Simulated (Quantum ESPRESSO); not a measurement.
## HfB2: zone-centre phonons under several settings

```
CELL_PARAMETERS angstrom
3.14000 0.00000 0.00000
-1.57000 2.71932 0.00000
0.00000 0.00000 3.48000
ATOMIC_POSITIONS crystal
Hf 0.00000 0.00000 0.00000
B 0.66667 0.33333 0.50000
B 0.33333 0.66667 0.50000
```

All runs used Quantum ESPRESSO 7.5; potentials PseudoDojo 0.4.1 SR PBEsol standard; k mesh 7 × 7 × 6; no spin polarisation; cutoff 1034 eV; occupations cold, width 0.2 eV.

```tsv
level	geometry	volume (Å³/atom)	pressure (GPa)	lowest optical mode without the field (cm⁻¹)	highest optical mode without the field (cm⁻¹)
PBEsol	relaxed at 0 GPa	?	0.0	?	?
PBEsol	relaxed at 5 GPa	9.58	5.0	459	832
PBEsol	relaxed at 10 GPa	9.42	10.0	470	853
PBEsol	relaxed at 20 GPa	9.13	20.0	490	890
PBEsol	relaxed at 40 GPa	8.65	40.0	526	957
```

Task: What stands in the row left open?

Result: Volume 9.76 Å³/atom; lowest optical mode without the field 447 cm⁻¹; highest optical mode without the field 811 cm⁻¹.

Caveats: the mesh is thin for the phonons of a metal; the cell is more than 3 GPa from zero pressure, which shifts response properties (some runs).

For the row left open. Caveat: the k mesh is coarse; the mesh is thin for the phonons of a metal.
